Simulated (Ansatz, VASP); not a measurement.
**One calculation of Ge, two programs**

Contents of INCAR:

```
PREC = Accurate
ENCUT = 520
EDIFF = 1E-6
ISMEAR = -1
SIGMA = 0.05
LREAL = False
LASPH = True
NELM = 100
ALGO = Normal
ISIF = 2
LWAVE = False
LCHARG = False
GGA = PS
NBANDS = 21
```

Contents of KPOINTS:

```
regular mesh
0
Gamma
  13 13 13
```

Contents of POSCAR:

```
Ge
1.0
    0.0000000000      2.8379511188      2.8379511188
    2.8379511188      0.0000000000      2.8379511188
    2.8379511188      2.8379511188      0.0000000000
Ge
2
Direct
   -0.1250000000     -0.1250000000     -0.1250000000
    0.1250000000      0.1250000000      0.1250000000
```

Input for Ansatz:

```yaml
crystal:
  lattice:
    - [0.0, 2.8379511188, 2.8379511188]
    - [2.8379511188, 0.0, 2.8379511188]
    - [2.8379511188, 2.8379511188, 0.0]
  atoms:
    - { symbol: Ge, position: [-0.125, -0.125, -0.125] }
    - { symbol: Ge, position: [0.125, 0.125, 0.125] }
kpoints:
  mp_grid: { grid: [13, 13, 13] }
  band_path:
    path:
      - [0.0, 0.0, 0.0]
      - [0.5, 0.0, 0.5]
      - [0.625, 0.25, 0.625]
      - [0.375, 0.375, 0.75]
      - [0.0, 0.0, 0.0]
      - [0.5, 0.5, 0.5]
      - [0.5, 0.25, 0.75]
      - [0.5, 0.0, 0.5]
    npoints: 14
scf:
  occupations: { method: fermi_dirac, width: 0.05 }
hamiltonian:
  xc: pbesol
  pseudopotentials: { kind: all_electron, lapw: { basis_error: 0.001 } }
output:
  forces: true
  stress: true
  eigenvalues: true
  populations: true
  dos: { projected: true, de: 0.2, e_range: [-14, 8] }
```

Alike in both runs: task single point; functional PBEsol; k mesh 13 × 13 × 13; occupations fermi-dirac, width 0.05 eV; no spin polarisation.

|  | VASP | Ansatz |
| --- | --- | --- |
| version | VASP 6.6.1 | Ansatz 0.2.0 |
| potentials or method | VASP PAW PBE potentials, release 64 (Ge_d) | all-electron LAPW, scalar-relativistic |
| plane-wave cutoff (eV) | 520 | see its input |

|  | VASP | Ansatz | Ansatz less VASP |
| --- | --- | --- | --- |
| pressure (GPa) | -0.4 | 0.0 | +0.37 |

Ansatz ran all-electron here, so the differences hold the error of VASP's frozen core and of both bases.

Caveats: the PAW data sets were made with another functional, which shifts forces and pressure a little (VASP); this crystal is a semiconductor, whose small gap the functional closes, so the metal is an error of the method.
